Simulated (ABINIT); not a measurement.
Runs of ABINIT 10.8.3 (patched build) on GaN. It takes space group F-43m (No. 216, cubic). The conventional cell has a = 4.507 Å, b = 4.507 Å, c = 4.507 Å, α = 90.00°, β = 90.00°, γ = 90.00°. Ga (site symmetry -43m) is surrounded by 4 N at 1.95 Å. Around N (site symmetry -43m) lie 4 Ga at 1.95 Å. The cell is a database's computed one.

| level | share of exact exchange | dielectric constant that sets the share | gap on the mesh (eV) |
| --- | --- | --- | --- |
| PBE0 | 0.35 | - | (a) |
| PBE0 | 0.25 | - | 3.74 |
| PBE-EpsX | - | 5.9605 | (b) |
| PBE0 | 0.05 | - | 2.15 |
| PBE0 | 0.15 | - | 2.94 |

Alike in all rows: task single point; potentials or basis SPMS NC PBE v1.0; no spin polarisation; cell as given; k mesh 6 × 6 × 6; cutoff (eV) 952; smearing fermi-dirac 0.05 eV.

**Question.** Fill in the values left out.

**Answer.** (a) 4.55; (b) 3.08.

Caveats: exact exchange is summed on a coarse mesh, which widens gaps by tenths of an eV.

A k mesh can miss the band edges, and the runs leave out spin-orbit coupling on Ga.

Runs at the PBE level aren't shown here.
